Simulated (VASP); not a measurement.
# CdS (Hawleyite): X-ray absorption with a core hole, part 3 of 3

Aim: an X-ray absorption edge of CdS (Hawleyite) by the supercell core-hole method. The cell has space group F-43m. The start is a cell from a database of measured crystal structures.

VASP 6.6.1, plane waves and PAW; the level of theory is named at each step.

So far: The structure; Supercell without a hole.

## 3. L2,3 edge, Wyckoff site Cd a, full hole, excited electron kept

This step: supercell core-hole method, r2SCAN, full hole, excited electron kept; plane waves and PAW (Cd, Cd, S) (VASP 6.6.1).

One core electron of the first atom, a species of its own in POSCAR, is moved to the lowest empty state, so the cell stays neutral. NBANDS covers the range above the edge.

The input, INCAR:

```
SYSTEM = CdS
PREC = Accurate
ENCUT = 400
EDIFF = 1E-06
NELM = 100
ISMEAR = 0
SIGMA = 0.05
LREAL = Auto
ALGO = Normal
METAGGA = R2SCAN
LASPH = .TRUE.
NBANDS = 1008
LWAVE = .FALSE.
LCHARG = .FALSE.
ICORELEVEL = 2
CLNT = 1
CLN = 2
CLL = 1
CLZ = 1
CH_LSPEC = .TRUE.
CH_NEDOS = 1500
CH_SIGMA = 0.5
```

The input, POSCAR:

```
CdS
1.0
    0.0000000000      8.7495000000      8.7495000000
    8.7495000000      0.0000000000      8.7495000000
    8.7495000000      8.7495000000      0.0000000000
Cd Cd S
1 26 27
Direct
    0.0000000000      0.0000000000      0.0000000000
    0.0000000000      0.0000000000      0.3333333333
    0.0000000000      0.0000000000      0.6666666667
    0.0000000000      0.3333333333      0.0000000000
    0.0000000000      0.3333333333      0.3333333333
    0.0000000000      0.3333333333      0.6666666667
    0.0000000000      0.6666666667      0.0000000000
    0.0000000000      0.6666666667      0.3333333333
    0.0000000000      0.6666666667      0.6666666667
    0.3333333333      0.0000000000      0.0000000000
    0.3333333333      0.0000000000      0.3333333333
    0.3333333333      0.0000000000      0.6666666667
    0.3333333333      0.3333333333      0.0000000000
    0.3333333333      0.3333333333      0.3333333333
    0.3333333333      0.3333333333      0.6666666667
    0.3333333333      0.6666666667      0.0000000000
    0.3333333333      0.6666666667      0.3333333333
    0.3333333333      0.6666666667      0.6666666667
    0.6666666667      0.0000000000      0.0000000000
    0.6666666667      0.0000000000      0.3333333333
    0.6666666667      0.0000000000      0.6666666667
    0.6666666667      0.3333333333      0.0000000000
    0.6666666667      0.3333333333      0.3333333333
    0.6666666667      0.3333333333      0.6666666667
    0.6666666667      0.6666666667      0.0000000000
    0.6666666667      0.6666666667      0.3333333333
    0.6666666667      0.6666666667      0.6666666667
    0.2500000000      0.2500000000      0.2500000000
    0.2500000000      0.2500000000      0.5833333333
    0.2500000000      0.2500000000      0.9166666667
    0.2500000000      0.5833333333      0.2500000000
    0.2500000000      0.5833333333      0.5833333333
    0.2500000000      0.5833333333      0.9166666667
    0.2500000000      0.9166666667      0.2500000000
    0.2500000000      0.9166666667      0.5833333333
    0.2500000000      0.9166666667      0.9166666667
    0.5833333333      0.2500000000      0.2500000000
    0.5833333333      0.2500000000      0.5833333333
    0.5833333333      0.2500000000      0.9166666667
    0.5833333333      0.5833333333      0.2500000000
    0.5833333333      0.5833333333      0.5833333333
    0.5833333333      0.5833333333      0.9166666667
    0.5833333333      0.9166666667      0.2500000000
    0.5833333333      0.9166666667      0.5833333333
    0.5833333333      0.9166666667      0.9166666667
    0.9166666667      0.2500000000      0.2500000000
    0.9166666667      0.2500000000      0.5833333333
    0.9166666667      0.2500000000      0.9166666667
    0.9166666667      0.5833333333      0.2500000000
    0.9166666667      0.5833333333      0.5833333333
    0.9166666667      0.5833333333      0.9166666667
    0.9166666667      0.9166666667      0.2500000000
    0.9166666667      0.9166666667      0.5833333333
    0.9166666667      0.9166666667      0.9166666667
```

The input, KPOINTS:

```
Automatic mesh
0
Gamma
2 2 2
0 0 0
```

The projector-augmented-wave data sets are Cd, Cd and S (PBE family, release 64).

Launch:

```
mpirun -np 8 vasp_std
```

Output:

```text
[banner, memory and clock lines left out]
running    8 mpi-ranks, on    1 nodes
 distrk:  each k-point on    8 cores,    1 groups
 distr:  one band on    1 cores,    8 groups

 POSCAR found type information on POSCAR CdCdS
 POSCAR found :  3 types and      54 ions
 [... a notice as in an earlier step ...]

 [... a notice as in an earlier step ...]

 LDA part: xc-table for (None), standard interpolation
 POSCAR, INCAR and KPOINTS ok, starting setup
 FFT: planning ... GRIDC
 FFT: planning ... GRID_SOFT
 FFT: planning ... GRID
 WAVECAR not read
 entering main loop
       N       E                     dE             d eps       ncg     rms          rms(c)
DAV:   1     0.333767297500E+04    0.33377E+04   -0.15108E+05  6048   0.372E+02
DAV:   2    -0.673860262892E+03   -0.40115E+04   -0.34012E+04  6808   0.144E+02
DAV:   3    -0.100100360317E+04   -0.32714E+03   -0.31868E+03  7080   0.460E+01
DAV:   4    -0.100439273723E+04   -0.33891E+01   -0.33857E+01  6832   0.485E+00
DAV:   5    -0.100440877438E+04   -0.16037E-01   -0.16036E-01  7128   0.285E-01    0.114E+02
DAV:   6    -0.864151207142E+03    0.14026E+03   -0.31831E+01  6464   0.110E+01    0.725E+01
DAV:   7    -0.863152026405E+03    0.99918E+00   -0.10505E+01  6968   0.358E+00    0.136E+01
DAV:   8    -0.863266510775E+03   -0.11448E+00   -0.30071E-01  6888   0.553E-01    0.916E+00
DAV:   9    -0.863349632185E+03   -0.83121E-01   -0.14268E-01  6544   0.363E-01    0.357E+00
DAV:  10    -0.863341932614E+03    0.76996E-02   -0.12533E-02  6664   0.139E-01    0.781E-01
DAV:  11    -0.863343206955E+03   -0.12743E-02   -0.94914E-04  7048   0.349E-02    0.309E-01
DAV:  12    -0.863343830914E+03   -0.62396E-03   -0.59516E-04  6512   0.247E-02    0.524E-02
DAV:  13    -0.863343848063E+03   -0.17150E-04   -0.24396E-05  7232   0.486E-03    0.256E-02
DAV:  14    -0.863343842062E+03    0.60016E-05   -0.73126E-06  6552   0.221E-03    0.850E-03
DAV:  15    -0.863343841791E+03    0.27078E-06   -0.34557E-07  6352   0.547E-04
   1 F= -.86334384E+03 E0= -.86333822E+03  d E =-.112351E-01
 Starting Core_Hole_Spec
 Ending Core_Hole_Spec
```

It took 65 min on 8 MPI ranks of AMD EPYC 7R43, shared host; peak memory 4.8 GiB.

OUTCAR, selected parts (step 3):

```text
The static configuration has the point symmetry T_d .

 Found      3 irreducible k-points:

   k-points           NKPTS =      3   k-points in BZ     NKDIM =      3   number of bands    NBANDS=   1008

   NELECT =     487.0000    total number of electrons

 the core state eigenenergies are
   1-  1s -26873.0763  2s  -4122.9419  2p  -3735.1881  3s   -802.5232  3p   -670.5826
       3d   -465.7340  4s   -121.0192  4p    -79.8896
   2-  1s -26626.3497  2s  -3971.9921  2p  -3569.4036  3s   -746.1858  3p   -612.8857
       3d   -404.2481  4s   -107.0413  4p    -67.4441
   3-  1s -26626.3497  2s  -3971.9921  2p  -3569.4036  3s   -746.1858  3p   -612.8857
       3d   -404.2481  4s   -107.0413  4p    -67.4441
   4-  1s -26626.3497  2s  -3971.9921  2p  -3569.4036  3s   -746.1858  3p   -612.8857
       3d   -404.2481  4s   -107.0413  4p    -67.4441
   5-  1s -26626.2537  2s  -3971.8956  2p  -3569.3070  3s   -746.0907  3p   -612.7905
       3d   -404.1528  4s   -106.9491  4p    -67.3524
   6-  1s -26626.3497  2s  -3971.9921  2p  -3569.4036  3s   -746.1858  3p   -612.8857
       3d   -404.2481  4s   -107.0413  4p    -67.4441
   7-  1s -26626.3497  2s  -3971.9921  2p  -3569.4036  3s   -746.1858  3p   -612.8857
       3d   -404.2481  4s   -107.0413  4p    -67.4441
   8-  1s -26626.3497  2s  -3971.9921  2p  -3569.4036  3s   -746.1858  3p   -612.8857
       3d   -404.2481  4s   -107.0413  4p    -67.4441
   9-  1s -26626.2365  2s  -3971.8784  2p  -3569.2898  3s   -746.0735  3p   -612.7734
       3d   -404.1356  4s   -106.9319  4p    -67.3351
  10-  1s -26626.3497  2s  -3971.9921  2p  -3569.4036  3s   -746.1858  3p   -612.8857
       3d   -404.2481  4s   -107.0413  4p    -67.4441
  11-  1s -26626.2537  2s  -3971.8956  2p  -3569.3070  3s   -746.0907  3p   -612.7905
       3d   -404.1528  4s   -106.9491  4p    -67.3524
  12-  1s -26626.3497  2s  -3971.9921  2p  -3569.4036  3s   -746.1858  3p   -612.8857
       3d   -404.2481  4s   -107.0413  4p    -67.4441
  13-  1s -26626.2537  2s  -3971.8956  2p  -3569.3070  3s   -746.0907  3p   -612.7905
       3d   -404.1528  4s   -106.9491  4p    -67.3524
  14-  1s -26626.2537  2s  -3971.8956  2p  -3569.3070  3s   -746.0907  3p   -612.7905
       3d   -404.1528  4s   -106.9491  4p    -67.3524
  15-  1s -26626.2374  2s  -3971.8793  2p  -3569.2906  3s   -746.0748  3p   -612.7746
       3d   -404.1368  4s   -106.9339  4p    -67.3373
  16-  1s -26626.3497  2s  -3971.9921  2p  -3569.4036  3s   -746.1858  3p   -612.8857
       3d   -404.2481  4s   -107.0413  4p    -67.4441
  17-  1s -26626.2374  2s  -3971.8793  2p  -3569.2906  3s   -746.0748  3p   -612.7746
       3d   -404.1368  4s   -106.9339  4p    -67.3373
  18-  1s -26626.2374  2s  -3971.8793  2p  -3569.2906  3s   -746.0748  3p   -612.7746
       3d   -404.1368  4s   -106.9339  4p    -67.3373
  19-  1s -26626.3497  2s  -3971.9921  2p  -3569.4036  3s   -746.1858  3p   -612.8857
       3d   -404.2481  4s   -107.0413  4p    -67.4441
  20-  1s -26626.3497  2s  -3971.9921  2p  -3569.4036  3s   -746.1858  3p   -612.8857
[...]
53-  1s  -2428.4070  2s   -212.5510  2p   -157.1610
  54-  1s  -2428.7993  2s   -212.9632  2p   -157.5719

 E-fermi :   3.5539

 k-point     1 :       0.0000    0.0000    0.0000
  band No.  band energies     occupation
    ...
    240       0.5286      2.00000
    241       1.0651      2.00000
    242       1.0651      2.00000
    243       1.0651      2.00000
    244       2.5568      2.00000
    245       3.8567      0.00000
    246       4.4202      0.00000
    247       4.4202      0.00000
    248       4.4202      0.00000
    249       4.5333      0.00000
    ...

 k-point     2 :       0.5000    0.0000    0.0000
  band No.  band energies     occupation
    ...
    240       0.8072      2.00000
    241       0.8072      2.00000
    242       0.8990      2.00000
    243       0.8990      2.00000
    244       3.5301      1.50000
    245       3.8075      0.00000
    246       4.3383      0.00000
    247       4.6859      0.00000
    248       5.0468      0.00000
    249       5.0468      0.00000
    ...

  Total       14.6370219     14.6370219     14.6370219      0.0000000     -0.0000000      0.0000000
  in kB       17.5058661     17.5058661     17.5058661      0.0000000     -0.0000000      0.0000000
  external PRESSURE =      17.5058661 kB  Pullay stress =       0.0000000 kB

 POSITION                                       TOTAL-FORCE (eV/Angst)
 -----------------------------------------------------------------------------------
      0.00000      0.00000      0.00000         0.000000     -0.000000     -0.000000
      2.91650      2.91650      0.00000         0.134605      0.134605      0.128515
      5.83300      5.83300      0.00000        -0.134605     -0.134605      0.128515
      2.91650      0.00000      2.91650         0.134605      0.128515      0.134605
      5.83300      2.91650      2.91650        -0.013888      0.013888      0.013888
      8.74950      5.83300      2.91650        -0.128515     -0.134605      0.134605
      5.83300      0.00000      5.83300        -0.134605      0.128515     -0.134605
      8.74950      2.91650      5.83300        -0.128515      0.134605     -0.134605
     11.66600      5.83300      5.83300        -0.010055      0.010055      0.010055
      0.00000      2.91650      2.91650         0.128515      0.134605      0.134605
      2.91650      5.83300      2.91650         0.013888     -0.013888      0.013888
      5.83300      8.74950      2.91650        -0.134605     -0.128515      0.134605
      2.91650      2.91650      5.83300         0.013888      0.013888     -0.013888
      5.83300      5.83300      5.83300        -0.013888     -0.013888     -0.013888
      8.74950      8.74950      5.83300         0.000000     -0.000000      0.030972
      5.83300      2.91650      8.74950        -0.134605      0.134605     -0.128515
      8.74950      5.83300      8.74950         0.000000      0.030972     -0.000000
     11.66600      8.74950      8.74950        -0.030972     -0.000000     -0.000000
      0.00000      5.83300      5.83300         0.128515     -0.134605     -0.134605
      2.91650      8.74950      5.83300         0.134605     -0.128515     -0.134605
      5.83300     11.66600      5.83300         0.010055     -0.010055      0.010055
      2.91650      5.83300      8.74950         0.134605     -0.134605     -0.128515
      5.83300      8.74950      8.74950         0.030972     -0.000000     -0.000000
      8.74950     11.66600      8.74950         0.000000     -0.030972     -0.000000
      5.83300      5.83300     11.66600         0.010055      0.010055     -0.010055
      8.74950      8.74950     11.66600         0.000000     -0.000000     -0.030972
     11.66600     11.66600     11.66600        -0.010055     -0.010055     -0.010055
      4.37475      4.37475      4.37475         0.000000     -0.000000     -0.000000
      7.29125      7.29125      4.37475         0.019251      0.019251     -0.043433
     10.20775     10.20775      4.37475        -0.019251     -0.019251     -0.043433
      7.29125      4.37475      7.29125         0.019251     -0.043433      0.019251
     10.20775      7.29125      7.29125         0.000900     -0.000900     -0.000900
     13.12425     10.20775      7.29125         0.043433     -0.019251      0.019251
     10.20775      4.37475     10.20775        -0.019251     -0.043433     -0.019251
     13.12425      7.29125     10.20775         0.043433      0.019251     -0.019251
     16.04075     10.20775     10.20775         0.174689     -0.174689     -0.174689
      4.37475      7.29125      7.29125        -0.043433      0.019251      0.019251
      7.29125     10.20775      7.29125        -0.000900      0.000900     -0.000900
[...]
-----------------------------------------------------------------------------------
    total drift:                                0.000053      0.000053      0.000056

  FREE ENERGIE OF THE ION-ELECTRON SYSTEM (eV)
  ---------------------------------------------------
  free  energy   TOTEN  =      -863.3438417911 eV

  energy  without entropy=     -863.3326066926  energy(sigma->0) =     -863.33822424

[... 7 parts as in an earlier step ...]

[... 1 further part left out ...]
```

This run has no spin polarisation.

This step gave:

- free energy (TOTEN): -863.3438 eV
- energy at zero smearing: -863.3382 eV
- Fermi energy: 3.554 eV
- pressure: 1.751 GPa

Smoothed further by a Gaussian, to a width of roughly 2 to 2.4 eV in all; heights scale with one over the cell volume; the energy axis is the program's own, and the fall at its high end is where NBANDS ends. Table of imaginary dielectric function times 10^5, xx by photon energy; read off at these points:

| photon energy (eV) | imaginary dielectric function times 10^5, xx |
| --- | --- |
| 3532.0 | 1.6e-6 |
| 3533.0 | 4.7e-5 |
| 3534.0 | 6.7e-4 |
| 3535.0 | 0.00466 |
| 3536.0 | 0.0144 |
| 3537.0 | 0.0254 |
| 3538.0 | 0.0329 |
| 3539.0 | 0.0318 |
| 3540.0 | 0.0282 |
| 3541.0 | 0.0304 |
| 3542.0 | 0.0313 |
| 3543.0 | 0.0340 |
| 3544.0 | 0.0407 |
| 3545.0 | 0.0432 |
| 3546.0 | 0.0499 |
| 3547.0 | 0.0547 |
| 3548.0 | 0.0446 |
| 3549.0 | 0.0430 |
| 3550.0 | 0.0483 |
| 3550.5 | 0.0496 |
| 3551.0 | 0.0477 |
| 3552.0 | 0.0406 |
| 3553.0 | 0.0500 |
| 3554.0 | 0.0653 |
| 3555.0 | 0.0758 |
| 3555.8 | 0.0798 |
| 3556.0 | 0.0795 |
| 3557.0 | 0.0719 |
| 3558.0 | 0.0649 |
| 3559.0 | 0.0662 |
| 3560.0 | 0.0686 |
| 3561.0 | 0.0693 |
| 3562.0 | 0.0625 |
| 3563.0 | 0.0678 |
| 3564.0 | 0.0748 |
| 3565.0 | 0.0613 |
| 3566.0 | 0.0498 |
| 3567.0 | 0.0538 |
| 3568.0 | 0.0707 |
| 3568.6 | 0.0775 |
| 3569.0 | 0.0770 |
| 3570.0 | 0.0569 |
| 3571.0 | 0.0260 |
| 3572.0 | 0.00591 |
| 3573.0 | 5.7e-4 |
| 3574.0 | 1.7e-5 |
| 3575.0 | 0 |

The smoothed xx curve reaches a tenth of its top at about 3535 eV.

## 4. L2,3 edge, Wyckoff site Cd a, full hole

This step: supercell core-hole method, r2SCAN, full hole; plane waves and PAW (Cd, Cd, S) (VASP 6.6.1).

One core electron is taken from the first atom, which POSCAR lists as a species of its own, and NELECT stays that of the neutral valence shell, so the cell is charged against a background. NBANDS covers the range above the edge. The first density still holds the charge taken from the core, which is what the BRMIX lines of the log report.

Changes to INCAR since step 3:

```diff
@@ -22 +22,2 @@
 CH_SIGMA = 0.5
+NELECT = 486
```

POSCAR is that of step 3.

KPOINTS is that of step 3.

Launch:

```
mpirun -np 8 vasp_std
```

Output:

```text
[... set-up lines as in an earlier step ...]
 entering main loop
       N       E                     dE             d eps       ncg     rms          rms(c)
DAV:   1     0.332730949697E+04    0.33273E+04   -0.15087E+05  6048   0.371E+02
DAV:   2    -0.676786456710E+03   -0.40041E+04   -0.33927E+04  6808   0.143E+02
DAV:   3    -0.100324203950E+04   -0.32646E+03   -0.31799E+03  7080   0.459E+01
DAV:   4    -0.100662409974E+04   -0.33821E+01   -0.33787E+01  6832   0.484E+00
DAV:   5    -0.100664010456E+04   -0.16005E-01   -0.16004E-01  7128   0.284E-01BRMIX: very serious problems
 the old and the new charge density differ
 old charge density:   487.00000 new  485.99997
    0.113E+02
DAV:   6    -0.867414936852E+03    0.13923E+03   -0.31840E+01  6464   0.110E+01    0.729E+01
 hard stop encountered!  aborting job ...
 -----------------------------------------------------------------------------
|                                                                             |
|           W    W    AA    RRRRR   N    N  II  N    N   GGGG   !!!           |
|           W    W   A  A   R    R  NN   N  II  NN   N  G    G  !!!           |
|           W    W  A    A  R    R  N N  N  II  N N  N  G       !!!           |
|           W WW W  AAAAAA  RRRRR   N  N N  II  N  N N  G  GGG   !            |
|           WW  WW  A    A  R   R   N   NN  II  N   NN  G    G                |
|           W    W  A    A  R    R  N    N  II  N    N   GGGG   !!!           |
|                                                                             |
|     The electronic self-consistency was not achieved in the given           |
|     number of steps (NELM). The forces and other quantities evaluated       |
|     might not be reliable so examine the results carefully. If you find     |
|     spurious results, we suggest increasing NELM, if you were close to      |
|     convergence or switching to a different ALGO or adjusting the           |
|     density mixing parameters otherwise.                                    |
|                                                                             |
 -----------------------------------------------------------------------------

 soft stop encountered!  aborting job ...
```

Wall time 24 min (8 MPI ranks).

The run was stopped at its time limit, by a STOPCAR file.

More ranks or a longer limit would be the way on.

## 5. Summary

This step: supercell core-hole method, r2SCAN; plane waves and PAW (VASP 6.6.1).

No new run; the numbers come from the runs before.

Core-hole runs:

| site | hole | cost (core minutes) |
| --- | --- | --- |
| Cd a | full hole, excited electron kept | 516.4 |

## 6. Outcome

| Property | Result |
| --- | --- |
| L2,3 edge of Cd a, full hole, excited electron kept | xx reaches a tenth of its top at 3535.4 eV on the program's axis; share within the next 5 eV of the next 20 eV: 16 % |

What this shows: The Cd L2,3 edge, for light polarised along x, reaches a tenth of its top at 3535.4 eV on the program's axis. That mark passes over any weaker pre-edge, and only dipole transitions enter. The electron from the core stays in the cell and fills some of the lowest empty states. Whether the program still counts those as final states wasn't checked, so features at and just under the onset are in doubt. One site of the element was run (Wyckoff letter a). With 54 atoms and a 2×2×2 mesh the peak shapes still carry the imprint of the mesh. The fall at the high end is where NBANDS ends. The method knows neither the spin-orbit splitting of the core shell nor multiplets, so the measured edge has more structure; for so heavy an atom the two spin-orbit partners are separate edges, far apart. The other core electrons stay frozen, so neither the program's energy axis nor the change of TOTEN is an excitation energy; spectra are aligned at the onset when set beside measurement. Not tabulated here, as repeats of values shown or as unfit to read for their mesh, reference level or band range: gaps (supercell without a hole).

[Lines on the potential files, build, host, timing and source positions are cut from VASP's logs without a mark.]

[Logs are printed without paths, hosts, clocks, repeated set-up lines and the standing remarks that a program may print on its own settings, such as how far it seeks lower states.]

[Hosts, paths, dates, database ids (printed as entryN), source tags and the programs' standing remarks are cut or masked in the printed files.]
